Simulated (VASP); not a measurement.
Write the native input for VASP 6.6.1 that does the following.

```yaml
Task: relaxation of cell and atoms
Functional: PBE
Dispersion: D3(BJ)
Potentials_or_basis: VASP PAW PBE potentials, release 64 (C)
Cutoff: 700 eV
k_mesh: 15 × 15 × 4
Occupations: gaussian, width 0.02 eV
Spin: no spin polarisation
Further_INCAR_settings: ALGO = Fast; EDIFF = 1e-07; IBRION = 2; EDIFFG = -0.002; NSW = 80; ISIF = 3
```

The structure of C lies in POSCAR:

```
C                                       
1.0
    2.4649128828     -0.0000000000      0.0000000000
   -1.2324564414      2.1346771749      0.0000000000
    0.0000000000      0.0000000000      6.6997949888
  C             
     4
Direct
     0.0000000000000000    0.0000000000000000    0.2500000000000000
     0.0000000000000000    0.0000000000000000    0.7500000000000000
     0.3333333300000021    0.6666666699999979    0.2500000000000000
     0.6666666699999979    0.3333333300000021    0.7500000000000000
```

The input as run:

INCAR

```
SYSTEM = C
  ALGO = Fast
  EDIFF = 1E-7
  EDIFFG = -0.002
  ENCUT = 700
  GGA = PE
  IBRION = 2
  ISIF = 3
  ISMEAR = 0
  IVDW = 12
  LASPH = .TRUE.
  LCHARG = .FALSE.
  LREAL = .FALSE.
  LWAVE = .FALSE.
  NELM = 80
  NSW = 80
  PREC = Accurate
  SIGMA = 0.02
```

KPOINTS

```
k-points
0
G
  15 15 4
  0 0 0
```

Potentials or basis: VASP PAW PBE potentials, release 64 (C).

Command:

```bash
$ cat potpaw_PBE.64/C/POTCAR > POTCAR
$ mpirun -np 1 vasp_std > vasp.out
```

It gave:

```
Relaxed volume                         : 8.76 Å³/atom
Relaxed cell                           : a = 2.465 Å, b = 2.465 Å, c = 6.662 Å, α = 90.00°, β = 90.00°, γ = 120.00°
Space group after relaxing (to 0.05 Å) : P6_3/mmc (No. 194)
Energy gained by relaxing              : 0.0 meV/atom
Ionic steps                            : 9
Pressure after relaxing                : 0.0 GPa
Band gap on the k mesh                 : none (metal or under the smearing width)
Dispersion energy per atom             : -0.158 eV
```

Run time: 2.8 min on 1 thread of Intel(R) Xeon(R) Platinum 8375C CPU @ 2.90GHz (Ice Lake) (shared host), peak memory 0.21 GiB.
